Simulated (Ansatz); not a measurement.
ZrN: levels along high-symmetry lines

```yaml
crystal:
  lattice:
    - [0.00000, 2.28423, 2.28423]
    - [2.28423, 0.00000, 2.28423]
    - [2.28423, 2.28423, 0.00000]
  atoms:
    - { symbol: Zr, position: [0.00000, 0.00000, 0.00000] }
    - { symbol: N, position: [0.50000, 0.50000, 0.50000] }
```

Atoms are numbered in the order listed.

The cell comes from COD entry 4303945, which wasn't checked; take it as a given geometry.

Spin polarisation is left out, and whether a magnetic state lies lower isn't shown here.

Computed with DFT, PBEsol, all-electron LAPW, scalar-relativistic in Ansatz 0.2.0.

The runs use a Γ-centred 9×9×9 k mesh, Fermi–Dirac smearing of 0.01 eV, basis error target 0.25 meV/atom, no spin polarisation.

Points in fractions of the reciprocal vectors of this cell: Γ (0, 0, 0), X (0.5, 0, 0.5), U (0.625, 0.25, 0.625), K (0.375, 0.375, 0.75), L (0.5, 0.5, 0.5), W (0.5, 0.25, 0.75). The path joins them by straight lines in the order Γ–X–U–K–Γ–L–W–X; legs that retrace an earlier one aren't tabulated. Energies are in eV from the Fermi level.

Metal or insulator at this level of theory?

No gap opens: metallic or semimetallic.

Tabulate bands 17 to 21, counted from the lowest band of the run, along the path.


| k (1/Å) | point | band 17 | band 18 | band 19 | band 20 | band 21 |
| --- | --- | --- | --- | --- | --- | --- |
| 0.00 | Γ | -2.62 | -2.62 | -0.39 | -0.39 | -0.39 |
| 0.20 |  | -2.82 | -2.82 | -0.63 | 0.06 | 0.06 |
| 0.39 |  | -3.14 | -3.14 | -1.22 | 1.06 | 1.06 |
| 0.59 |  | -3.33 | -3.33 | -1.93 | 2.25 | 2.25 |
| 0.79 |  | -3.36 | -3.36 | -2.59 | 2.66 | 3.38 |
| 0.98 |  | -3.27 | -3.27 | -3.10 | 3.06 | 4.19 |
| 1.18 |  | -3.42 | -3.16 | -3.16 | 3.36 | 4.59 |
| 1.38 | X | -3.53 | -3.11 | -3.11 | 3.47 | 4.69 |
| 1.44 |  | -3.67 | -3.15 | -2.96 | 3.54 | 4.66 |
| 1.51 |  | -3.94 | -3.28 | -2.69 | 3.73 | 4.56 |
| 1.58 |  | -4.23 | -3.46 | -2.37 | 4.04 | 4.41 |
| 1.65 |  | -4.54 | -3.69 | -2.02 | 4.22 | 4.38 |
| 1.72 |  | -4.63 | -3.94 | -1.62 | 4.00 | 4.22 |
| 1.79 |  | -4.66 | -4.19 | -1.18 | 3.76 | 4.02 |
| 1.86 | U | -4.70 | -4.44 | -0.69 | 3.51 | 3.80 |
| 1.98 |  | -4.73 | -4.59 | -0.33 | 2.99 | 3.99 |
| 2.10 |  | -4.78 | -4.73 | 0.22 | 2.30 | 4.23 |
| 2.22 |  | -4.82 | -4.80 | 0.86 | 1.58 | 4.37 |
| 2.34 |  | -4.82 | -4.80 | 0.86 | 1.58 | 4.37 |
| 2.46 |  | -4.78 | -4.73 | 0.22 | 2.30 | 4.23 |
| 2.58 |  | -4.73 | -4.59 | -0.33 | 2.99 | 3.99 |
| 2.70 | K | -4.70 | -4.44 | -0.69 | 3.51 | 3.80 |
| 2.91 |  | -5.07 | -4.78 | 0.96 | 2.73 | 3.01 |
| 3.12 |  | -5.38 | -4.73 | 1.96 | 2.15 | 2.55 |
| 3.33 |  | -5.32 | -4.49 | 1.24 | 1.32 | 3.07 |
| 3.54 |  | -4.87 | -4.04 | 0.61 | 0.62 | 2.30 |
| 3.75 |  | -4.09 | -3.45 | 0.07 | 0.12 | 1.04 |
| 3.95 |  | -3.14 | -2.87 | -0.27 | -0.24 | 0.06 |
| 4.16 | Γ | -2.62 | -2.62 | -0.39 | -0.39 | -0.39 |
| 4.33 |  | -2.92 | -2.92 | -0.23 | -0.23 | -0.23 |
| 4.50 |  | -3.58 | -3.58 | 0.06 | 0.18 | 0.18 |
| 4.67 |  | -4.28 | -4.28 | 0.43 | 0.77 | 0.77 |
| 4.84 |  | -4.88 | -4.88 | 0.96 | 1.51 | 1.51 |
| 5.01 |  | -5.34 | -5.34 | 1.69 | 2.29 | 2.29 |
| 5.18 |  | -5.62 | -5.62 | 2.56 | 2.94 | 2.94 |
| 5.35 | L | -5.71 | -5.71 | 3.13 | 3.20 | 3.20 |
| 5.49 |  | -5.66 | -5.65 | 2.83 | 3.01 | 3.23 |
| 5.63 |  | -5.52 | -5.48 | 2.22 | 2.67 | 3.39 |
| 5.77 |  | -5.30 | -5.25 | 1.71 | 2.21 | 3.64 |
| 5.91 |  | -5.06 | -5.03 | 1.35 | 1.74 | 3.96 |
| 6.05 |  | -4.86 | -4.84 | 1.16 | 1.36 | 4.31 |
| 6.19 |  | -4.75 | -4.74 | 1.09 | 1.14 | 4.59 |
| 6.33 | W | -4.72 | -4.72 | 1.07 | 1.07 | 4.70 |
| 6.42 |  | -4.72 | -4.69 | 0.32 | 1.82 | 4.70 |
| 6.52 |  | -4.69 | -4.61 | -0.40 | 2.55 | 4.67 |
| 6.62 |  | -4.64 | -4.48 | -1.09 | 3.22 | 4.51 |
| 6.72 |  | -4.30 | -4.14 | -1.73 | 3.81 | 4.25 |
| 6.82 |  | -4.05 | -3.64 | -2.31 | 3.91 | 4.28 |
| 6.92 |  | -3.76 | -3.26 | -2.81 | 3.60 | 4.58 |
| 7.01 | X | -3.53 | -3.11 | -3.11 | 3.47 | 4.69 |
